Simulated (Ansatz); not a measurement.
CuO:

```
Cu O
1.0
     1.99097   -2.15355    0.00000
     1.99097    2.15355    0.00000
     0.00000    0.00000    5.15593
Cu O
2 2
Direct
  0.50000 0.00000 0.00000
  0.00000 0.50000 0.50000
  0.50000 0.50000 0.25000
  0.50000 0.50000 0.75000
```

Measurements of this composition are mostly on another form, of space group No. 15.

```yaml
Program: Ansatz 0.2.0
Task: relaxation of cell and atoms
Functional: PBEsol
Potentials_or_basis: Ansatz PAW
Cutoff: "420 eV (not typed: the program's choice for these potentials)"
k_mesh: 9 × 9 × 5
Occupations: fermi-dirac, width 0.05 eV
Spin: no spin polarisation
Hubbard_terms: Cu d U = 6 eV
```

At the start: volume 11.05 Å³/atom.

Q: How do energy, volume and symmetry change on relaxing?

A: It ends after 11 steps and the volume is 10.89 Å³/atom (-1.5 %); space group Cccm (No. 66, to 0.05 Å).

The path:
| step | energy change (eV) | largest force (eV/Å) | volume (Å³) |
| --- | --- | --- | --- |
| 1 | 0.0000 | 0.0000 | 44.21 |
| 2 | -0.0063 | 0.0000 | 43.87 |
| 3 | -0.0102 | 0.0000 | 43.47 |
| 4 | -0.0105 | 0.0000 | 43.52 |
| 5 | -0.0105 | 0.0000 | 43.54 |
| 6 | -0.0105 | 0.0000 | 43.54 |
| 7 | -0.0086 | 0.0000 | 43.54 |
| 8 | -0.0089 | 0.0000 | 43.54 |
| 9 | -0.0090 | 0.0000 | 43.54 |
| 10 | -0.0091 | 0.0000 | 43.55 |
| 11 | -0.0092 | 0.0000 | 43.55 |

Final structure:
```
CELL_PARAMETERS angstrom
2.04910 -2.07475 0.00000
2.04910 2.07475 0.00000
0.00000 0.00000 5.12175
ATOMIC_POSITIONS crystal
Cu 0.50000 0.00000 0.00000
Cu 0.00000 0.50000 0.50000
O 0.50000 0.50000 0.25000
O 0.50000 0.50000 0.75000
```

Caveat: the plane-wave basis is chosen anew once the cell has moved, so the energies of steps on either side of that aren't comparable; the pressure holds a Pulay correction of +0.7 GPa for the finite cutoff; the run has no spin polarisation, though such a crystal can be magnetic; U without spin polarisation on a metal has little footing; the PAW data sets come from PBE, with cores solved anew for the run's functional, which leaves a small shift of forces and pressure.
